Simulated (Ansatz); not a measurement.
Crystal: As.

```
As
1.0
     2.70368    0.00000    0.00000
     0.00000    2.70368    0.00000
     0.00000    0.00000    2.70368
As
1
Cartesian
  1.3518 1.3518 1.3518
```

This isn't the form of As at room conditions, which is rhombohedral.

Program: Ansatz 0.2.0. Alike in all runs: task single point; level HSE06 form with a typed share of exact exchange; potentials or basis Ansatz PAW; no spin polarisation; cell as given; k mesh 5 × 5 × 5; cutoff (eV) 420; smearing fermi-dirac 0.05 eV; the mesh is coarse, so values aren't converged.

Order these runs on this cell by their pressure, lowest first.
A. share of exact exchange 0.2
B. share of exact exchange 0.5
C. share of exact exchange 0.3
D. share of exact exchange 0.05
E. share of exact exchange 0.4

B (-4.9 GPa), E (-3.3 GPa), C (-1.5 GPa), A (0.2 GPa), D (2.4 GPa).

Caveats: all runs use coarse meshes; the PAW data sets come from PBE, with cores solved anew for the run's functional, which leaves a small shift of forces and pressure; the thresholds are loose for stress.
